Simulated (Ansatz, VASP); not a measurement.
This is a calculation of SnTe for VASP 6.6.1.

The input INCAR:

```
SYSTEM = SnTe
PREC = Accurate ; ENCUT = 520
EDIFF = 1E-6 ; ISMEAR = 0
SIGMA = 0.011 ; LREAL = .FALSE.
LASPH = .TRUE. ; NELM = 100
ALGO = Normal ; ISIF = 2
LWAVE = .FALSE. ; LCHARG = .FALSE.
GGA = PE ; NBANDS = 17
```

File KPOINTS:

```
Automatic mesh
0
G
  7 7 7
  0 0 0
```

POSCAR

```
SnTe
1.0
    0.0000000000      3.1508500000      3.1508500000
    3.1508500000      0.0000000000      3.1508500000
    3.1508500000      3.1508500000      0.0000000000
Te Sn
1 1
Direct
    0.5000000000      0.5000000000      0.5000000000
    0.0000000000      0.0000000000      0.0000000000
```

Potentials or basis: VASP PAW PBE potentials, release 64 (Te, Sn_d).

The run is started by

```sh
$ cat potpaw_PBE.64/Te/POTCAR potpaw_PBE.64/Sn_d/POTCAR > POTCAR
$ mpirun -np 1 vasp_std > vasp.out
```

Q: Translate it to Ansatz 0.2.0. Potentials there: Ansatz PAW.

A: As run (the cutoff follows the program's own potentials):

input.yaml

```yaml
crystal:
  lattice:
    - [0.0, 3.15085, 3.15085]
    - [3.15085, 0.0, 3.15085]
    - [3.15085, 3.15085, 0.0]
  atoms:
    - { symbol: Te, position: [0.5, 0.5, 0.5] }
    - { symbol: Sn, position: [0.0, 0.0, 0.0] }
hamiltonian:
  xc: pbe
  pseudopotentials: { kind: paw }
kpoints:
  mp_grid: { grid: [7, 7, 7] }
scf:
  occupations: { method: gaussian, width: 0.011 }
output:
  forces: true
  stress: true
  eigenvalues: true
```

Potentials or basis: Ansatz PAW.

Run with:

```sh
$ ansatz run input.yaml --threads 2 --pin off --max-ram 5632MiB --backend cpu --events-out ev --progress --plain --runs-dir out
```

Both were run:

|  | VASP | Ansatz | Ansatz less VASP |
| --- | --- | --- | --- |
| gap on the k mesh at the Fermi level (eV) | 0.66 | 0.66 | +0.001 |
| least direct gap on the mesh (eV) | 0.66 | 0.66 | +0.001 |
| pressure (GPa) | 2.2 | 2.2 | +0.06 |

The functional is the same, so the differences come from potentials, cutoffs and numerics. The two sets of potentials don't hold the same shells in valence.

The runs have no spin-orbit coupling, so splittings on Te are missing.
